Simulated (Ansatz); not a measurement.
# AlN (P6_3mc) in Ansatz: band structure with PBE0

Aim: the band structure of AlN with PBE0.

Everything below comes from runs of Ansatz 0.2.0. Logs are shortened: lines on timing, memory, paths and dates and some standing lists are left out, and cuts for length are marked.

**Measured values to compare with.**

“Self-assembly of well-separated AlN nanowires directly on sputtered metallic TiN films”, 2019, arxiv:1910.07391 quotes, for a bulk crystal of AlN at 10 K: band gap 6.034 eV (an exciton energy, a little under the gap).

The runs below are set against these values where they give the same quantity.

### Step 1. Starting point

The structure is hexagonal, space group P6_3mc (No. 186). The conventional cell has a = 3.113 Å, b = 3.113 Å, c = 4.981 Å, α = 90.00°, β = 90.00°, γ = 120.00°. Al (site symmetry 3m) has 4 N at 1.89 Å as nearest neighbours. N (site symmetry 3m) has 4 Al at 1.89 Å as nearest neighbours.

### Step 2. Band structure, PBE0

Contents of input:

```
crystal:
  lattice:
    - [3.113, 0.0, 0.0]
    - [-1.5565, 2.695937082, 0.0]
    - [0.0, 0.0, 4.981]
  atoms:
    - { symbol: Al, position: [0.6666666667, 0.3333333333, 0.5] }
    - { symbol: Al, position: [0.3333333333, 0.6666666667, 0.0] }
    - { symbol: "N", position: [0.6666666667, 0.3333333333, 0.88] }
    - { symbol: "N", position: [0.3333333333, 0.6666666667, 0.38] }
hamiltonian:
  xc: pbe0
  pseudopotentials: { kind: paw }
kpoints:
  mp_grid: { grid: [6, 6, 4] }
  band_path:
    path:
      - [[0.0, 0.0, 0.0], [0.5, 0.0, 0.0], [0.3333333333, 0.3333333333, 0.0], [0.0, 0.0, 0.0], [0.0, 0.0, 0.5], [0.5, 0.0, 0.5], [0.3333333333, 0.3333333333, 0.5], [0.0, 0.0, 0.5]]
      - [[0.5, 0.0, 0.5], [0.5, 0.0, 0.0]]
      - [[0.3333333333, 0.3333333333, 0.0], [0.3333333333, 0.3333333333, 0.5]]
    npoints: 4
scf:
  occupations: { method: fermi_dirac, width: 0.05 }
  n_extra_bands: 10
output:
  forces: true
  stress: true
  eigenvalues: true
  fatbands: false
```

Potentials or basis: Ansatz PAW.

The log of the run:

```text
Warning: output.stress: scf.convergence.dr2_threshold = 1e-7 eV (the SCF's general default) is looser than the 4e-10 eV advised for a printed stress (1e-10 eV for each atom of the cell: 4). What an SCF threshold leaves in a stress goes as its square root, and in the free energy as the threshold itself, and one threshold admits the most on a small cell: of the crystals measured, under no hybrid functional and no lock of the moments, on runs that ended without the residual-converged pass, on stresses that held no estimate of that error, the worst erred by over 100 MPa in a component at 1e-7 eV an atom and by under 5 at 1e-10. Set scf.convergence.dr2_threshold to 4e-10 eV or tighter. The threshold is an SCF's pass mark: one that does not reach it within its budget of iterations ends unconverged, or closes short of it on a stop that the run arms, and scf.convergence.dr2_threshold's page says what that costs each kind of run
Warning: output.stress: scf.exx.energy_threshold = 1e-6 eV is looser than the 4e-8 eV advised for a stress under a hybrid functional (1e-8 eV for each atom of the cell: 4). Every SCF of the exchange loop can meet its threshold on dr2 while the loop round them stops early: no threshold on dr2 bounds what that leaves in the stress. Set scf.exx.energy_threshold to 4e-8 eV or tighter. The threshold is the loop's pass mark: a loop that does not reach it within its budget of cycles ends unconverged, and scf.exx.energy_threshold's page has the law
scf.n_extra_bands = 10 over 8 filled bands (N_el = 16.0): the run solves 18 bands
GPUs: using 1 of 1 available (devices: 1).
Engine: ansatz 0.2.0, x86_64-unknown-linux-gnu
Pseudopotentials: kind: paw
Pseudopotential: Al, paw, valence charge 3, recommended cutoff 420 eV (normal), Al.paw.azcp
Pseudopotential: N, paw, valence charge 5, recommended cutoff 420 eV (normal), N.paw.azcp
Functional definition: PBE0
  parameter a = 0.25
  parameter kappa = 0.804
  parameter beta = 0.06672455060314922
  exchange = (1 - a)*pbe_x(kappa = kappa, mu = beta*pi^2/3) + a*exact_x
  correlation = pbe_c(beta = beta)
device memory: the entry about to start is reckoned to put 0.5 GiB on a device that reports 53.1 GiB free (of which the cap on the GPU budget leaves the run 18.0 GiB)
GPU FFT provider: cuFFT
GPU libraries: cuBLAS 13.8.2, cuFFT 12.4.0, cuSOLVER 12.3.4
Crystal: 4 atoms, lattice volume = 41.803 Å³
Basis set: ecut = 420 eV, 809 PW (Γ), exchange–correlation on 48×48×72 points (8 copies of the dense FFT grid, shifted against one another)
Bands: 18, of which v1, the nominal top of the filled ones, is band 8 counted from 1 (7 counted from 0)
Symmetry: 12 space group operations
Space group: P63mc (ITA 186), of the structure as read, at distance tolerance 3.5e-5 Å
k-points: 21 of 144 (time reversal used)
Non-local potential: Al, projectors of the file, l = 0: 2, l = 1: 2, l = 2: 1
Non-local potential: N, projectors of the file, l = 0: 2, l = 1: 2, l = 2: 1
PAW form: soft (Blöchl's): semilocal exchange-correlation on the pseudo side does not see the compensation charge
PAW frozen core: Al, regenerated for the run's functional, and the local potential with it (the file was generated under x = pbe(κ = 0.804, μ = 0.2195149727645171), c = pbe(β = 0.06672455060314922))
PAW frozen core: N, regenerated for the run's functional, and the local potential with it (the file was generated under x = pbe(κ = 0.804, μ = 0.2195149727645171), c = pbe(β = 0.06672455060314922))
PAW one-centre angular grid: Al, 110 points (default); XC on 64 Gauss nodes
PAW one-centre angular grid: N, 110 points (default); XC on 64 Gauss nodes
Initial density: superposition of atomic densities (neutral atoms: chi_scale 0, normalization atom), corrected by the library's trained network
Initial wavefunctions: pseudopotential atomic-orbital guess
[... 35 lines left out ...]
Frozen-core exchange: fock
SCF iter   1: F=—  HF=-1849.889341 eV  |F-HF|=—  |Δ(HF+E_count)|=         —  Δρ=2.49e-5  dr2=1.03e-7  ethr=2.78e-7  ⟨swp⟩=4.5  Hψ=988  notcnv=0
preconditioner: auto → none  [insulator: Δε(μ)=6.306 eV  Ē_g=19.520 eV  σ=0.050 eV  W_gap=1.00  n_scr=2 (ndim 8)  ℏωp=23.0 eV  f_vac=0.000  D(μ)=0.00/eV (n_scr^D=0)]
SCF iter   2: F=—  HF=-1849.889341 eV  |F-HF|=—  |Δ(HF+E_count)|=   9.52e-8  Δρ=8.93e-6  dr2=2.34e-8  ethr=5.53e-10  ⟨swp⟩=4.0  Hψ=720  notcnv=0  defer=1
SCF iter   3: F=-1849.889341 eV  HF=-1849.889341 eV  |F-HF|=2.11e-9  |Δ(HF+E_count)|=   4.08e-9  Δρ=3.50e-6  dr2=1.64e-9  ethr=1.08e-10  ⟨swp⟩=3.8  Hψ=688  notcnv=0  defer=11
SCF 3 converged in 3 iterations: F = -1849.889341 eV  dr2 = 1.64e-9
  Residual-converged pass: ⟨swp⟩=3.0  Hψ=714  notcnv=0  max |occ|·‖R‖ = 6.2e-7 eV (tolerance 6.3e-7 eV)  dr2=1.60e-9  dr2_onsite=6.48e-10  max |Δocc| = 0.0e0
hybrid outer 2: dexx = +1.033e-7 eV, tail = 7.05e-9 eV, Δε = 1.18e-3 eV (about 3.70e-5 eV left of the loop's levels), ΔF = 3.62e-4 eV/Å (tail 1.71e-4)
device memory: the entry about to start is reckoned to put 0.4 GiB on a device that reports 53.1 GiB free (of which the cap on the GPU budget leaves the run 18.0 GiB)
NSCF: frozen V_eff on 39 k-points, pencils in batches of 32, up to order 80
hybrid SCF converged: 2 outer / 10 inner (+2 warm-up), last move |dexx| = 1.03e-7 eV, tail = 7.05e-9 eV
Stability not checked: this state was not tested for a lower state beside it, because the functional holds exact exchange (a hybrid, or Hartree-Fock), whose exchange loop this test does not read (fock_operator; see scf.lower_state_search)
Free energy (F): -1849.889341 eV
Frozen-core exchange: fock
Harris-Foulkes:  -1849.889341 eV  (|F-HF|=2.11e-9)
Internal energy: -1849.889341 eV  (E = F + TS)
E sigma→0 (E₀):  -1849.889341 eV
Fermi energy:    8.974687 eV
--- Per-component energies (eV) ---
  E_band       = 1.236191
  E_kinetic    = 320.043785
  E_local      = -447.709533  (includes V_loc(G=0)·N_el)
  E_nonlocal   = 108.478347
  E_hartree    = 156.380624
  E_xc         = -157.973886
  E_vxc        = -167.760933  (∫ρ·V_xc dr)
  E_exx        = -42.482781  (= α·E_x^exact, valence–valence)
  E_paw        = -1194.831781  (= ΣΔE_a)
  E_vpaw       = -39.610907  (= ΣTr[D̂ρ^β])
  E_aug_tail   = 0.000192  (compensation charges beyond the density's cutoff)
  E_ewald      = -591.663270
  E_core_change = -0.131034  (= ΣΔE_core)
  E_smearing   = -0.000000  (= −TS)
  E_closure    = -0.000003  (closes the sum)
  Σ components = -1849.889341   (vs F -1849.889341, Δ=0.00e0)
--- Forces (eV/Å), atoms counted from 1 ---
  atom   1  Al    -0.00000000     0.00000000    -0.13010198
  atom   2  Al     0.00000000    -0.00000000    -0.13010198
  atom   3  N     -0.00000000    -0.00000000     0.13007012
  atom   4  N     -0.00000000     0.00000000     0.13007012
  max |Σ_I F_I| component: 6.37e-5 eV/Å
--- Stress (GPa, compression-positive) ---
       -2.134106      -0.000000      -0.000000
        0.000000      -2.134106       0.000000
       -0.000000       0.000000      -0.645762
  P = ⅓ Tr σ = -1.6380 GPa (-16.380 kbar)
--- Band table (eV; the first three rows and the last of 21) ---
  k-point 0: bands = ["-10.8487", "-8.5718", "-0.6745", "4.8989", "4.8989", "5.6207", "5.6207", "5.8170", "12.1231", "14.7225", "19.0478", "19.3840", "19.3840", "21.4813", "21.5266", "21.5266", "22.7723", "22.7723"]
  k-point 1: bands = ["-10.5959", "-9.0269", "0.1899", "4.5482", "4.9984", "4.9984", "5.5082", "5.5082", "13.1232", "14.8525", "18.6550", "19.3419", "19.3419", "20.0320", "20.7042", "20.7042", "23.8286", "23.8286"]
  k-point 2: bands = ["-9.9025", "-9.9025", "2.2269", "2.2269", "5.2468", "5.2468", "5.2468", "5.2468", "14.5275", "14.5275", "18.6269", "18.6269", "19.7084", "19.7084", "19.7084", "19.7084", "26.3047", "26.3047"]
  k-point 20: bands = ["-8.1567", "-8.1567", "0.5938", "0.5938", "1.6684", "1.6684", "4.9593", "4.9593", "15.4872", "15.4872", "15.9423", "15.9423", "20.5050", "20.5050", "22.0920", "22.0920", "24.5951", "24.5951"]
```

Wall time 21 s (1 × NVIDIA H100 80GB HBM3 with 2 threads of AMD EPYC 7R13 (Zen 3), shared host); peak memory 1.7 GiB.

Results:

```
Free energy             : -1849.8893 eV
Pressure                : -1.6 GPa
Largest force           : 0.130 eV/Å
Band gap on the k mesh  : 6.31 eV, direct
Band gap along the path : 6.31 eV, direct
```

Forces in eV/Å, atoms in the order of the input:
```
Al   0.000  0.000 -0.130
Al   0.000  0.000 -0.130
N    0.000  0.000  0.130
N    0.000  0.000  0.130
```

Stress tensor (GPa, compression positive):
```
-2.13  0.00  0.00
 0.00 -2.13  0.00
 0.00  0.00 -0.65
```

Levels at the corners of the path, in eV from the valence-band top:
```csv
point,band 5,band 6,band 7,band 8,band 9,band 10,band 11,band 12
Γ,-0.92,-0.20,-0.20,0.00,6.31,8.91,13.23,13.57
M,-3.62,-2.26,-1.89,-0.72,7.92,7.94,10.51,12.84
K,-4.07,-2.64,-2.58,-2.58,7.09,10.71,12.13,12.13
Γ,-0.92,-0.20,-0.20,0.00,6.31,8.91,13.23,13.57
A,-0.57,-0.57,-0.57,-0.57,8.71,8.71,12.81,12.81
L,-1.57,-1.57,-1.47,-1.47,7.42,7.42,11.59,11.59
H,-4.15,-4.15,-0.86,-0.86,9.67,9.67,10.13,10.13
A,-0.57,-0.57,-0.57,-0.57,8.71,8.71,12.81,12.81
L,-1.57,-1.57,-1.47,-1.47,7.42,7.42,11.59,11.59
M,-3.62,-2.26,-1.89,-0.72,7.92,7.94,10.51,12.84
K,-4.07,-2.64,-2.58,-2.58,7.09,10.71,12.13,12.13
H,-4.15,-4.15,-0.86,-0.86,9.67,9.67,10.13,10.13
```

Caveat: the pressure holds a Pulay correction of +0.4 GPa for the finite cutoff; the PAW data sets come from PBE, with cores solved anew for the run's functional, which leaves a small shift of forces and pressure; the thresholds are loose for stress.

### Step 3. Against experiment

Step 2. A measured gap of AlN is 6.034 eV (an exciton energy, a little under the gap; 10 K; quoted in “Self-assembly of well-separated AlN nanowires directly on sputtered metallic TiN films”, 2019, arxiv:1910.07391); the calculated 6.31 eV misses it by +0.27 eV. 2 values of this kind are on record (6.034 to 6.0343 eV); this one was drawn at random. The value is that of PBE0, without temperature or zero-point motion.
